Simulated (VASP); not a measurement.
# Al in VASP: a series of runs

One slab, Al, is run at these levels: LDA; tasks: single point, relaxation of the atoms.

All numbers are computed with VASP 6.6.1; they aren't measurements. Logs are shortened: lines on timing, memory, paths and dates and some standing lists are left out, and cuts for length are marked.

**1. The structure**

The cell holds a slab with vacuum, 10 atoms: a = 2.817 Å, b = 3.984 Å, c = 27.679 Å, α = 90.00°, β = 90.00°, γ = 90.00°.

The slab is cut from a database's or a generator's crystal, which needn't be the stable form of the element.

**2. Single point, LDA**

Contents of INCAR:

```
ALGO = Fast
DIPOL = 0.5 0.5 0.500
EDIFF = 1E-6
ENCUT = 520
GGA = CA
ICORELEVEL = 1
IDIPOL = 3
ISIF = 2
ISMEAR = 1
KPAR = 4
LASPH = T
LCHARG = F
LDIPOL = T
LREAL = F
LVACPOTAV = T
LVHAR = T
LWAVE = F
NBANDS = 26
NELM = 80
PREC = Accurate
SIGMA = 0.1
```

Contents of KPOINTS:

```
k-points
0
Gamma
  14 10 1
```

Contents of POSCAR:

```
Al
1.0
    2.8174514100      0.0000000000      0.0000000000
    0.0000000000      3.9844780000      0.0000000000
    0.0000000000      0.0000000000     27.6785313600
Al
10
Direct
    0.5000000000      0.5000000000      0.2709681300
    0.0000000000      0.0000000000      0.3218641000
    0.5000000000      0.5000000000      0.3727600700
    0.0000000000      0.0000000000      0.4236560400
    0.5000000000      0.5000000000      0.4745520100
    0.0000000000      0.0000000000      0.5254479900
    0.5000000000      0.5000000000      0.5763439600
    0.0000000000      0.0000000000      0.6272399300
    0.5000000000      0.5000000000      0.6781359000
    0.0000000000      0.0000000000      0.7290318700
```

Potentials or basis: VASP PAW LDA potentials, release 64 (Al).

Started as:

```console
> cat potpaw_LDA.64/Al/POTCAR > POTCAR
> mpirun -np 4 vasp_std > vasp.out
```

OUTCAR:

```text
EDIFF = 1E-6
   ENCUT = 520
   GGA = CA
   ISIF = 2
   ISMEAR = 1
   LASPH = T
   LREAL = F
   NELM = 80
   PREC = Accurate

 ion  position               nearest neighbor table
   1  0.500  0.500  0.271-   3 2.82   2 2.82   2 2.82   2 2.82   2 2.82
   2  0.000  0.000  0.322-   4 2.82   3 2.82   1 2.82   1 2.82   3 2.82   1 2.82   3 2.82   1 2.82
                             3 2.82
   3  0.500  0.500  0.373-   1 2.82   5 2.82   4 2.82   2 2.82   2 2.82   4 2.82   2 2.82   4 2.82
                             2 2.82   4 2.82
   4  0.000  0.000  0.424-   2 2.82   3 2.82   5 2.82   3 2.82   5 2.82   3 2.82   5 2.82   3 2.82
                             5 2.82   6 2.82
   5  0.500  0.500  0.475-   3 2.82   4 2.82   4 2.82   4 2.82   4 2.82   6 2.82   6 2.82   6 2.82
                             6 2.82   7 2.82
   6  0.000  0.000  0.525-   8 2.82   7 2.82   7 2.82   7 2.82   7 2.82   5 2.82   5 2.82   5 2.82
                             5 2.82   4 2.82
   7  0.500  0.500  0.576-   9 2.82   8 2.82   6 2.82   6 2.82   8 2.82   6 2.82   8 2.82   6 2.82
                             8 2.82   5 2.82
   8  0.000  0.000  0.627-   6 2.82  10 2.82   9 2.82   7 2.82   7 2.82   9 2.82   7 2.82   9 2.82
                             7 2.82   9 2.82
   9  0.500  0.500  0.678-   7 2.82   8 2.82  10 2.82   8 2.82  10 2.82   8 2.82  10 2.82   8 2.82
                            10 2.82
  10  0.000  0.000  0.729-   8 2.82   9 2.82   9 2.82   9 2.82   9 2.82

  LATTYP: Found a simple orthorhombic cell.
 ALAT       =     2.8174514100
 B/A-ratio  =     1.4142135640
 C/A-ratio  =     9.8239604991

  Lattice vectors:

 A1 = (   2.8174514100,   0.0000000000,   0.0000000000)
 A2 = (   0.0000000000,   3.9844780000,   0.0000000000)
 A3 = (   0.0000000000,   0.0000000000,  27.6785313600)

Analysis of symmetry for initial positions (statically):
=====================================================================
 Subroutine PRICEL returns:
 Original cell was already a primitive cell.

 Routine SETGRP: Setting up the symmetry group for a
 simple orthorhombic supercell.

 Subroutine GETGRP returns: Found  8 space group operations
 (whereof  4 operations were pure point group operations)
 out of a pool of  8 trial point group operations.

The static configuration has the point symmetry C_2v.
 The point group associated with its full space group is D_2h.

Analysis of symmetry for dynamics (positions and initial velocities):
=====================================================================
 Subroutine PRICEL returns:
 Original cell was already a primitive cell.

 Routine SETGRP: Setting up the symmetry group for a
 simple orthorhombic supercell.

 Subroutine GETGRP returns: Found  8 space group operations
 (whereof  4 operations were pure point group operations)
 out of a pool of  8 trial point group operations.

The dynamic configuration has the point symmetry C_2v.
 The point group associated with its full space group is D_2h.

 Subroutine INISYM returns: Found  8 space group operations
 (whereof  4 operations are pure point group operations),
 and found     1 'primitive' translations

----------------------------------------------------------------------------------------

                                     Primitive cell

  volume of cell :     310.7212

  direct lattice vectors                    reciprocal lattice vectors
     2.817451410  0.000000000  0.000000000     0.354930700  0.000000000  0.000000000
     0.000000000  3.984478000  0.000000000     0.000000000  0.250973904  0.000000000
     0.000000000  0.000000000 27.678531360     0.000000000  0.000000000  0.036129085

  length of vectors
     2.817451410  3.984478000 27.678531360     0.354930700  0.250973904  0.036129085

  position of ions in fractional coordinates (direct lattice)
     0.500000000  0.500000000  0.270968130
     0.000000000  0.000000000  0.321864100
     0.500000000  0.500000000  0.372760070
     0.000000000  0.000000000  0.423656040
     0.500000000  0.500000000  0.474552010
     0.000000000  0.000000000  0.525447990
     0.500000000  0.500000000  0.576343960
     0.000000000  0.000000000  0.627239930
     0.500000000  0.500000000  0.678135900
     0.000000000  0.000000000  0.729031870

  ion indices of the primitive-cell ions
   primitive index   ion index
                 1           1
[... 38 lines left out ...]
  0.000000  0.000000  0.000000      1.000000
  0.071429  0.000000  0.000000      2.000000
  0.142857  0.000000  0.000000      2.000000
  0.214286  0.000000  0.000000      2.000000
  0.285714  0.000000  0.000000      2.000000
  0.357143  0.000000  0.000000      2.000000
[... 16 lines left out ...]
  0.428571  0.200000  0.000000      4.000000
  0.500000  0.200000  0.000000      2.000000
 [... further k-points ...]
   k-points           NKPTS =     48   k-points in BZ     NKDIM =     48   number of bands    NBANDS=     26
   number of dos      NEDOS =    301   number of ions     NIONS =     10
   total plane-waves  NPLWV = 151200
   dimension x,y,z NGX =    24 NGY =   30 NGZ =  210
   dimension x,y,z NGXF=    48 NGYF=   60 NGZF=  420
   ions per type =              10
   NGX,Y,Z   is equivalent  to a cutoff of  14.16, 12.52, 12.61 a.u.
   NGXF,Y,Z  is equivalent  to a cutoff of  28.32, 25.03, 25.23 a.u.
 SYSTEM =  unknown system
   PREC   = accura    normal or accurate (medium, high low for compatibility)
   ISTART =      0    job   : 0-new  1-cont  2-samecut
   ICHARG =      2    charge: 1-file 2-atom 10-const
   ISPIN  =      1    spin polarized calculation?
   LNONCOLLINEAR =      F non collinear calculations
   LSORBIT =      F    spin-orbit coupling
   LASPH  =      T    aspherical Exc in radial PAW
   ENCUT  =  520.0 eV  38.22 Ry    6.18 a.u.   5.24  7.41 51.46*2*pi/ulx,y,z
   NELM   =     80;   NELMIN=  2; NELMDL= -5     # of ELM steps
   EDIFF  = 0.1E-05   stopping-criterion for ELM
   LREAL  =      F    real-space projection
   EDIFFG = 0.1E-04   stopping-criterion for IOM
   NSW    =      0    number of steps for IOM
   IBRION =     -1    ionic relax: 0-MD 1-quasi-New 2-CG
   NFREE  =      0    steps in history (QN), initial steepest desc. (CG)
   ISIF   =      2    stress and relaxation
   ISYM   =      2    0-nonsym 1-usesym 2-fastsym
   POTIM  = 0.5000    time-step for ionic-motion
   TEBEG  =    0.0;   TEEND  =   0.0 temperature during run
   PSTRESS=    0.0 pullay stress
   NELECT =      30.0000    total number of electrons
   NUPDOWN=      -1.0000    fix difference up-down
   EMIN   =  10.00;   EMAX   =-10.00  energy-range for DOS
   EFERMI =   0.00;   METHOD = LEGACY
   ISMEAR =     1;   SIGMA  =   0.10  broadening in eV -4-tet -1-fermi 0-gaus
   EFERMI_NEDOS =   21; number of points for ismear=-14 and -15
   IALGO  =     68    algorithm
   IMIX   =      4    mixing-type and parameters
     AMIX     =   0.40;   BMIX     =  1.00
     AMIX_MAG =   1.60;   BMIX_MAG =  1.00
  volume/ion in A,a.u.               =      31.07       209.69
  Fermi-wavevector in a.u.,A,eV,Ry     =   0.751032  1.419244  7.674348  0.564049
  Thomas-Fermi vector in A             =   1.847919
   LORBIT       =      0    0 simple, 1 ext, 2 COOP (PROOUT), +10 PAW based schemes
   GGA     = CA    functional components
   LHFCALC =     F    Hartree Fock is set to
   AEXX    =    0.0000 exact exchange contribution
   IVDW    =     0    specifies the selected vdW correction
   LEPSILON=     F    determine dielectric tensor
   LRPA    =     F    only Hartree local field effects (RPA)
 non-spin polarized calculation
 RMM-DIIS sequential band-by-band and
 Methfessel and Paxton  Order N= 1 SIGMA  =   0.10
  energy-cutoff  :      520.00
  volume of cell :      310.72
 maximum number of plane-waves:      8422
 NGX is ok and might be reduce to    24
   NGX = 11   NGY = 15   NGZ =103

 dipolmoment           0.000000      0.000000     -0.000000 electrons x Angstroem

 number of electron      30.0000001 magnetization

 dipolmoment           0.000000      0.000000      0.000000 electrons x Angstroem

 Free energy of the ion-electron system (eV)
  ---------------------------------------------------
  ext. energy  EPLUGINS =         0.00000000
  ---------------------------------------------------
  free energy    TOTEN  =       -40.24752818 eV

  energy without entropy =      -40.24879300  energy(sigma->0) =      -40.24794978

 the core state eigenenergies are
   1-  1s  -1495.0792  2s   -100.3982  2p    -62.6879
   2-  1s  -1494.8459  2s   -100.2451  2p    -62.5284
   3-  1s  -1494.7758  2s   -100.2060  2p    -62.4873
   4-  1s  -1494.7831  2s   -100.2096  2p    -62.4912
   5-  1s  -1494.8436  2s   -100.2555  2p    -62.5380
   6-  1s  -1494.8436  2s   -100.2555  2p    -62.5380
   7-  1s  -1494.7831  2s   -100.2096  2p    -62.4912
   8-  1s  -1494.7758  2s   -100.2060  2p    -62.4873
   9-  1s  -1494.8459  2s   -100.2451  2p    -62.5284
  10-  1s  -1495.0792  2s   -100.3982  2p    -62.6879

 E-fermi :   2.1984     XC(G=0):  -6.1515

 val. band max:        2.1667261540   @ k =   0.0714   0.0000   0.0000
 cond. band min:       2.2011885002   @ k =   0.2143   0.2000   0.0000
 fundamental gap:      0.0344623462
 Fermi energy:         2.1983665540

 k-point     1 :       0.0000    0.0000    0.0000
  band No.  band energies     occupation
      1      -9.0646      2.00000
      2      -8.5397      2.00000
      3      -7.7076      2.00000
      4      -6.5715      2.00000
      5      -5.1847      2.00000
      6      -3.5967      2.00000
[... 685 lines left out ...]
     25       5.1138      0.00000
     26       5.1138      0.00000

 [... further k-points ...]

------------------------ aborting loop because EDIFF is reached ----------------------------------------

  FORCE on cell =-STRESS in cart. coord.  units (eV):
  Direction    XX          YY          ZZ          XY          YZ          ZX
  --------------------------------------------------------------------------------------
  -------------------------------------------------------------------------------------
  Total       -2.6834810     -1.3344702     -0.7706138      0.0000000      0.0000000      0.0000000
  in kB      -13.8368805     -6.8809524     -3.9735295      0.0000000      0.0000000      0.0000000
  external PRESSURE =      -8.2304542 kB  Pullay stress =       0.0000000 kB

 VOLUME and BASIS-vectors are now :
 -----------------------------------------------------------------------------
  energy-cutoff  :      520.00
  volume of cell :      310.72
      direct lattice vectors                 reciprocal lattice vectors
     2.817451410  0.000000000  0.000000000     0.354930700  0.000000000  0.000000000
     0.000000000  3.984478000  0.000000000     0.000000000  0.250973904  0.000000000
     0.000000000  0.000000000 27.678531360     0.000000000  0.000000000  0.036129085

 POSITION                                       TOTAL-FORCE (eV/Angst)
 -----------------------------------------------------------------------------------
      1.40873      1.99224      7.50000         0.000000      0.000000      0.226528
      0.00000      0.00000      8.90873         0.000000      0.000000     -0.142311
      1.40873      1.99224     10.31745         0.000000      0.000000      0.006225
      0.00000      0.00000     11.72618         0.000000      0.000000     -0.146886
      1.40873      1.99224     13.13490         0.000000      0.000000     -0.090699
      0.00000      0.00000     14.54363         0.000000      0.000000      0.090699
      1.40873      1.99224     15.95235         0.000000      0.000000      0.146886
      0.00000      0.00000     17.36108         0.000000      0.000000     -0.006225
      1.40873      1.99224     18.76981         0.000000      0.000000      0.142311
      0.00000      0.00000     20.17853         0.000000      0.000000     -0.226528
 -----------------------------------------------------------------------------------
    total drift:                               -0.000000     -0.000000      0.000000

  FREE ENERGIE OF THE ION-ELECTRON SYSTEM (eV)
  ---------------------------------------------------
  free  energy   TOTEN  =       -40.2475281754 eV

  energy  without entropy=      -40.2487930035  energy(sigma->0) =      -40.24794978

 vacuum level on the upper side and lower side of the slab         6.431         6.431
```

Wall time 94 s (4 MPI ranks of AMD EPYC 9R45 (Zen 5), shared host); peak memory 0.43 GiB.

Results:

```
Free energy                     : -40.2475 eV
Largest force                   : 0.227 eV/Å
Band gap on the k mesh          : none (metal or under the smearing width)
Work function of the upper face : 4.23 eV
Work function of the lower face : 4.23 eV
```

Forces on the atoms (eV/Å):
```
Al   0.000  0.000  0.227
Al   0.000  0.000 -0.142
Al   0.000  0.000  0.006
Al   0.000  0.000 -0.147
Al   0.000  0.000 -0.091
Al   0.000  0.000  0.091
Al   0.000  0.000  0.147
Al   0.000  0.000 -0.006
Al   0.000  0.000  0.142
Al   0.000  0.000 -0.227
```

Core levels (eV, on the scale of the bands):
| atom | levels |
| --- | --- |
| 1 Al | 1s -1495.1, 2s -100.4, 2p -62.7 |
| 2 Al | 1s -1494.8, 2s -100.2, 2p -62.5 |
| 3 Al | 1s -1494.8, 2s -100.2, 2p -62.5 |
| 4 Al | 1s -1494.8, 2s -100.2, 2p -62.5 |
| 5 Al | 1s -1494.8, 2s -100.3, 2p -62.5 |
| 6 Al | 1s -1494.8, 2s -100.3, 2p -62.5 |

**3. Relaxation of the atoms, LDA**

Contents of INCAR:

```
ALGO = Normal
DIPOL = 0.5 0.5 0.500
EDIFF = 1E-6
EDIFFG = -0.02
ENCUT = 520
GGA = CA
IBRION = 2
IDIPOL = 3
ISIF = 2
ISMEAR = 1
KPAR = 4
LASPH = T
LCHARG = F
LDIPOL = T
LREAL = F
LWAVE = F
NELM = 80
NSW = 80
PREC = Accurate
SIGMA = 0.1
```

KPOINTS is that of step 2.

POSCAR is that of step 2.

Potentials or basis: VASP PAW LDA potentials, release 64 (Al).

Started as:

```console
> cat potpaw_LDA.64/Al/POTCAR > POTCAR
> mpirun -np 4 vasp_std > vasp.out
```

Wall time 3.2 min (4 MPI ranks of AMD EPYC 9R45 (Zen 5), shared host); peak memory 0.43 GiB.

Results (log left out):

* Free energy: -40.2724 eV
* Energy gained by relaxing: 2.5 meV/atom
* Ionic steps: 6
* Largest force after relaxing: 0.017 eV/Å
* Band gap on the k mesh: none (metal or under the smearing width)

Forces in eV/Å, atoms in the order of the input:
```
Al   0.000  0.000 -0.008
Al   0.000  0.000 -0.004
Al   0.000  0.000  0.017
Al   0.000  0.000 -0.006
Al   0.000  0.000  0.007
Al   0.000  0.000 -0.007
Al   0.000  0.000  0.006
Al   0.000  0.000 -0.017
Al   0.000  0.000  0.004
Al   0.000  0.000  0.008
```

Step by step:
| step | energy change (eV) | largest force (eV/Å) | pressure (GPa) |
| --- | --- | --- | --- |
| 1 | 0.0000 | 0.2265 | -0.82 |
| 2 | -0.0088 | 0.1861 | -0.79 |
| 3 | -0.0234 | 0.0565 | -0.67 |
| 4 | -0.0242 | 0.0600 | -0.62 |
| 5 | -0.0247 | 0.0292 | -0.61 |
| 6 | -0.0249 | 0.0166 | -0.61 |

Final structure:
```
Al
1.0
     2.81745    0.00000    0.00000
     0.00000    3.98448    0.00000
     0.00000    0.00000   27.67853
Al
10
Cartesian
  1.4087 1.9922 7.5575
  0.0000 0.0000 8.8722
  1.4087 1.9922 10.3161
  0.0000 0.0000 11.6900
  1.4087 1.9922 13.1216
  0.0000 0.0000 14.5569
  1.4087 1.9922 15.9885
  0.0000 0.0000 17.3624
  1.4087 1.9922 18.8063
  0.0000 0.0000 20.1211
```

Levels at points of the mesh, in eV from the Fermi level:
| k point | band 12 | band 13 | band 14 | band 15 | band 16 | band 17 |
| --- | --- | --- | --- | --- | --- | --- |
| (0.00, 0.00, 0.00) | -1.46 | -1.01 | -0.66 | -0.54 | -0.15 | 0.70 |
| (0.50, 0.00, 0.00) | -1.12 | 0.47 | 0.47 | 1.37 | 1.37 | 1.78 |
| (0.00, 0.50, 0.00) | -3.57 | -1.81 | -1.81 | 0.11 | 0.11 | 2.02 |
| (0.50, 0.50, 0.00) | -3.06 | -2.41 | -2.41 | -1.98 | -1.98 | -1.20 |

**4. Single point, LDA**

Contents of INCAR:

```
ALGO = Fast
DIPOL = 0.5 0.5 0.500
EDIFF = 1E-6
ENCUT = 520
GGA = CA
ICORELEVEL = 1
IDIPOL = 3
ISIF = 2
ISMEAR = 1
KPAR = 4
LASPH = T
LCHARG = F
LDIPOL = T
LREAL = F
LVACPOTAV = T
LVHAR = T
LWAVE = F
NBANDS = 26
NELM = 80
PREC = Accurate
SIGMA = 0.1
```

KPOINTS is that of step 3.

Contents of POSCAR:

```
Al                                      
1.0
    2.8174514100      0.0000000000      0.0000000000
    0.0000000000      3.9844780000      0.0000000000
    0.0000000000      0.0000000000     27.6785313600
  Al            
    10
Direct
     0.5000000000000000    0.5000000000000000    0.2730444564821368
     0.0000000000000000    0.0000000000000000    0.3205444620649452
     0.5000000000000000    0.5000000000000000    0.3727120308317229
     0.0000000000000000    0.0000000000000000    0.4223507683870260
     0.5000000000000000    0.5000000000000000    0.4740726892622733
     0.0000000000000000    0.0000000000000000    0.5259273107377269
     0.5000000000000000    0.5000000000000000    0.5776492316129741
     0.0000000000000000    0.0000000000000000    0.6272879691682772
     0.5000000000000000    0.5000000000000000    0.6794555379350549
     0.0000000000000000    0.0000000000000000    0.7269555435178632
```

Started as:

```console
> cat potpaw_LDA.64/Al/POTCAR > POTCAR
> mpirun -np 4 vasp_std > vasp.out
```

Wall time 97 s (4 MPI ranks of AMD EPYC 9R45 (Zen 5), shared host); peak memory 0.43 GiB.

It converged, with:

* Free energy: -40.2724 eV
* Largest force: 0.017 eV/Å
* Band gap on the k mesh: none (metal or under the smearing width)
* Work function of the upper face: 4.24 eV
* Work function of the lower face: 4.24 eV

Forces in eV/Å, atoms in the order of the input:
```
Al   0.000  0.000 -0.008
Al   0.000  0.000 -0.004
Al   0.000  0.000  0.017
Al   0.000  0.000 -0.006
Al   0.000  0.000  0.007
Al   0.000  0.000 -0.007
Al   0.000  0.000  0.006
Al   0.000  0.000 -0.017
Al   0.000  0.000  0.004
Al   0.000  0.000  0.008
```

Levels at points of the mesh, in eV from the Fermi level:
| k point | band 11 | band 12 | band 13 | band 14 | band 15 | band 16 | band 17 | band 18 |
| --- | --- | --- | --- | --- | --- | --- | --- | --- |
| (0.00, 0.00, 0.00) | -1.67 | -1.46 | -1.01 | -0.66 | -0.54 | -0.15 | 0.70 | 1.06 |
| (0.50, 0.00, 0.00) | -1.12 | -1.12 | 0.47 | 0.47 | 1.37 | 1.37 | 1.78 | 1.78 |
| (0.00, 0.50, 0.00) | -3.57 | -3.57 | -1.81 | -1.81 | 0.11 | 0.11 | 2.02 | 2.02 |
| (0.50, 0.50, 0.00) | -3.06 | -3.06 | -2.41 | -2.41 | -1.98 | -1.98 | -1.20 | -1.20 |

Core levels (eV, on the scale of the bands):
| atom | levels |
| --- | --- |
| 1 Al | 1s -1495.0, 2s -100.4, 2p -62.6 |
| 2 Al | 1s -1494.8, 2s -100.3, 2p -62.5 |
| 3 Al | 1s -1494.8, 2s -100.2, 2p -62.5 |
| 4 Al | 1s -1494.8, 2s -100.2, 2p -62.5 |
| 5 Al | 1s -1494.9, 2s -100.3, 2p -62.6 |
| 6 Al | 1s -1494.9, 2s -100.3, 2p -62.6 |
